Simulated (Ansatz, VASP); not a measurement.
AlN in VASP and in Ansatz

The input INCAR:

```
SYSTEM = AlN
ALGO = Normal
EDIFF = 1E-6
ENCUT = 520
GGA = PE
ISIF = 2
ISMEAR = 0
LASPH = .True.
LCHARG = .False.
LREAL = .False.
LWAVE = .False.
NBANDS = 11
NELM = 100
PREC = Accurate
SIGMA = 0.05
```

Contents of KPOINTS:

```
k-points
0
Gamma
  10 10 10
  0 0 0
```

POSCAR

```
AlN
1.0
    0.0000000000      2.1795712334      2.1795712334
    2.2015871044     -0.0220158710      2.2015871044
    2.2015871044      2.2015871044     -0.0220158710
Al N
1 1
Direct
    0.0000000000      0.0000000000      0.0000000000
    0.7500000000      0.7500000000      0.7500000000
```

Input for Ansatz:

```yaml
crystal:
  lattice:
    - [0.0, 2.1795712296, 2.1795712296]
    - [2.2015871006, -0.022015871, 2.2015871006]
    - [2.2015871006, 2.2015871006, -0.022015871]
  atoms:
    - { symbol: Al, position: [0.0, 0.0, 0.0] }
    - { symbol: "N", position: [0.75, 0.75, 0.75] }
basis:
  ecutwfc: 420
kpoints:
  mp_grid: { grid: [10, 10, 10] }
hamiltonian:
  xc: pbe
scf:
  occupations: { method: gaussian, width: 0.05 }
output:
  forces: true
  stress: true
  eigenvalues: true
```

Change from the starting cell: strain -0.0200 x Voigt [0, 0, 0, 1, 0, 0], atoms carried along.

Alike in both runs: task single point; functional PBE; k mesh 10 × 10 × 10; occupations gaussian, width 0.05 eV; no spin polarisation.

|  | VASP | Ansatz |
| --- | --- | --- |
| version | VASP 6.6.1 | Ansatz 0.2.0 |
| potentials or method | VASP PAW PBE potentials, release 64 (Al, N) | scalar-relativistic, plane waves, PAW |
| plane-wave cutoff (eV) | 520 | 420 |
| valence electrons in the cell | 8 | 8 |

```csv
,VASP,Ansatz,Ansatz less VASP
gap on the k mesh at the Fermi level (eV),3.24,3.25,+0.008
least direct gap on the mesh (eV),3.92,3.92,-0.008
pressure (GPa),-0.2,0.1,+0.29
largest component of the traceless stress (GPa),4.29,4.26,-0.033
rms of the force components (eV/Å),0.093,0.092,-0.0003
```

Atom by atom the forces differ by 0.000 eV/Å (rms over components). The functional is the same, so the differences come from potentials, cutoffs and numerics.

A k mesh can miss the band edges.
